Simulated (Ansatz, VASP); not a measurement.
## One calculation of P, two programs

```
P
1.0
     3.38422    0.00000    0.00000
    -1.69211    2.93082    0.00000
     0.00000    0.00000   28.00000
P
2
Direct
  0.33333 0.66667 0.52175
  0.66667 0.33333 0.47825
```

Change from the starting cell: biaxial strain +0.040, atoms relaxed.

Alike in both runs: functional PBE; dispersion D3(BJ); k mesh 9 × 9 × 1; occupations gaussian, width 0.02 eV; no spin polarisation.

Ansatz relaxed the structure, and its values are those at the end. VASP's run is a single point on that final structure, the one shown.

|  | VASP | Ansatz |
| --- | --- | --- |
| version | VASP 6.6.1 | Ansatz 0.2.0 |
| potentials or method | VASP PAW PBE potentials, release 64 (P) | scalar-relativistic, plane waves, PAW |
| plane-wave cutoff (eV) | 520 | 420 |
| valence electrons in the cell | 10 | 10 |

Ansatz gave:

```
gap on the k mesh at the Fermi level (eV) : 1.71
least direct gap on the mesh (eV)         : 2.04
rms of the force components (eV/Å)        : 0.000
```

Question: Estimate VASP's values.

Answer: gap on the k mesh at the Fermi level (eV): 1.75; least direct gap on the mesh (eV): 2.08; rms of the force components (eV/Å): 0.043.

Ansatz warned: «stress_scf_threshold_loose».
